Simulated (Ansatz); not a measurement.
SiC (P6_3mc) from a database structure, relaxed with r2SCAN in the plane-wave code Ansatz. Space group P6_3mc (No. 186), hexagonal; conventional cell a = 3.075 Å, c = 5.048 Å, 10.34 Å³ an atom. Around Si lie 4 C at 1.88–1.90 Å; around C lie 4 Si at 1.88–1.90 Å.

The axes x, y and z are those of this cell:
```
CELL_PARAMETERS angstrom
3.07536 0.00000 0.00000
-1.53768 2.66334 0.00000
0.00000 0.00000 5.04811
ATOMIC_POSITIONS crystal
Si 0.33333 0.66667 0.49959
Si 0.66667 0.33333 0.99959
C 0.33333 0.66667 0.87541
C 0.66667 0.33333 0.37541
```

Unstrained: With PBE the valence top lies at Γ and the conduction bottom at K, 2.277 eV higher; the smallest vertical gap, at M, is 3.978 eV. The r2SCAN gap is indirect, 2.653 eV (Γ to K), below the direct gap of 4.476 eV at M. HSE06 gives an indirect gap of 3.160 eV, from Γ to K; the least direct gap is 5.060 eV at M. Meshes: PBE 12×12×6, r2SCAN 12×12×6, HSE06 6×6×4. Strains are changes of length per length, and xy shears are angles. After each strain the atoms were relaxed again with r2SCAN within the symmetry that the strain leaves, so tilts or polar shifts that break it weren't tested; points keep the names that they have in the unstrained zone. Spin-unpolarised throughout; all numbers are computed.

Task: Estimate what epitaxial +2.69 % in the xy plane, free normal strain -0.42 % does to the gap.

Result: PBE: the gap goes from 2.277 to 2.408 eV (+0.131 eV); the edges move from Γ → K to Γ → M; with r2SCAN the top three valence levels at Γ, grouped 2+1 from the top over 112 meV, become 1+2 over 123 meV. r2SCAN: the gap goes from 2.653 to 2.797 eV (+0.144 eV). HSE06: the gap goes from 3.160 to 3.323 eV (+0.163 eV). The r2SCAN energy rises by 27.7 meV an atom.

Task: Estimate what xy shear, engineering strain (angle) +3.95 % does to the gap.

Result: PBE: the gap goes from 2.277 to 2.100 eV (-0.177 eV); the edges go from Γ → K to Γ → (1/3, 0.341, 0); with r2SCAN the top three valence levels at Γ, grouped 2+1 from the top over 112 meV, become 1+1+1 over 347 meV. r2SCAN: the gap goes from 2.653 to 2.469 eV (-0.184 eV); the edges go from Γ → K to Γ → (1/3, 0.341, 0). HSE06: the gap goes from 3.160 to 2.982 eV (-0.178 eV); the edges go from Γ → K to Γ → (1/3, 0.341, 0). The r2SCAN energy rises by 10.7 meV an atom.

The meshes of the hybrids are coarse, so their gaps aren't converged to the digits shown.

The splittings at Γ are without spin-orbit coupling, which regroups them where it is of like size or larger.
